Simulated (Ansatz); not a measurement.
Reaction (hydrogenolysis of a C–S bond): `C=CCCS` + H₂ → `C=CCC` + H₂S

Gas-phase electronic energies from Ansatz, PBE0-D4/def2-TZVP geometries. CBS: MP2 limit from def2 TZ/QZ plus the TZ coupled-cluster correction, frozen cores. This one scheme is used for every species. Functionals use def2-TZVPP. B3LYP here is the variant with VWN-RPA as its local correlation; programs differ in this. Each species was taken in one conformer, which may not be the lowest.

**Question.** Is it downhill or uphill in electronic energy at CCSD(T)/CBS, and by how much? (Estimate.)

**Answer.** Ansatz gave: Downhill: ΔE = -0.73 eV.

**Question.** What do these levels give: PBE-D4, PBE0-D4, ωB97M-V, B3LYP, MP2/def2-TZVPP, CCSD/def2-TZVPP, CCSD(T)/def2-TZVPP, HF/def2-QZVPP, MP2/def2-QZVPP, SCS-MP2/def2-QZVPP, HF/CBS(def2), CCSD/CBS(def2)? (An estimate is asked.)

**Answer.** The calculation gave: PBE-D4 -0.68, PBE0-D4 -0.73, ωB97M-V -0.74, B3LYP -0.90, MP2/def2-TZVPP -0.69, CCSD/def2-TZVPP -0.83, CCSD(T)/def2-TZVPP -0.76, HF/def2-QZVPP -1.06, MP2/def2-QZVPP -0.67, SCS-MP2/def2-QZVPP -0.74, HF/CBS(def2) -1.06, CCSD/CBS(def2) -0.79 eV.

Largest T1 diagnostic among the species: 0.010.

The D4 term adds +0.15 eV with B3LYP and +0.08 eV with PBE0; it sums over pairs of atoms, weighted by their polarisabilities, and B3LYP, whose exchange is more repulsive, gets the larger term. From PBE to PBE0 (25 % exact exchange), in def2-TZVPP and without D4, ΔE moves by −0.04 eV.
